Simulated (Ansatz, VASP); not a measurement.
Two plane-wave programs on Sb

```xyz
1
Lattice="3.1095 0.0000 0.0000 0.0000 3.1095 0.0000 0.0000 0.0000 3.1098" Properties=species:S:1:pos:R:3 pbc="T T T"
Sb    0.0000    0.0000    1.5549
```

Alike in both runs: functional PBE; k mesh 18 × 18 × 18; occupations gaussian, width 0.1 eV; no spin polarisation.

Ansatz relaxed the structure, and its values are those at the end. VASP's run is a single point on that final structure, the one shown.

|  | VASP | Ansatz |
| --- | --- | --- |
| version | VASP 6.6.1 | Ansatz 0.2.0 |
| potentials or method | VASP PAW PBE potentials, release 64 (Sb) | scalar-relativistic, plane waves, PAW |
| plane-wave cutoff (eV) | 520 | 420 |
| valence electrons in the cell | 5 | 15 |

```tsv
	VASP	Ansatz	Ansatz less VASP
gap on the k mesh at the Fermi level (eV)	none	none	-
pressure (GPa)	0.0	0.0	+0.03
```

A gap of «none» marks a metal or a gap that the smearing closes. The two sets of potentials don't hold the same shells in valence.

Spin-orbit coupling is left out, which matters for the levels of Sb.
